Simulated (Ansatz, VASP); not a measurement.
**Two plane-wave programs on CaH**

```
CELL_PARAMETERS angstrom
2.07568 -3.55019 0.00000
2.07568 3.55019 0.00000
0.00000 0.00000 4.88454
ATOMIC_POSITIONS crystal
Ca 0.33150 0.66850 0.25000
Ca 0.66850 0.33150 0.75000
H 0.66607 0.33393 0.25000
H 0.33393 0.66607 0.75000
```

Alike in both runs: functional PBE; k mesh 6 × 6 × 4; occupations gaussian, width 0.1 eV; no spin polarisation.

Ansatz relaxed the structure, and its values are those at the end. VASP's run is a single point on that final structure, the one shown.

|  | VASP | Ansatz |
| --- | --- | --- |
| version | VASP 6.6.1 | Ansatz 0.2.0 |
| potentials or method | VASP PAW PBE potentials, release 64 (Ca_sv, H) | scalar-relativistic, plane waves, PAW |
| plane-wave cutoff (eV) | 520 | 420 |
| valence electrons in the cell | 22 | 22 |

```csv
,VASP,Ansatz,Ansatz less VASP
gap on the k mesh at the Fermi level (eV),none,none,-
pressure (GPa),0.0,0.0,-0.05
```

A gap of «none» marks a metal or a gap that the smearing closes.
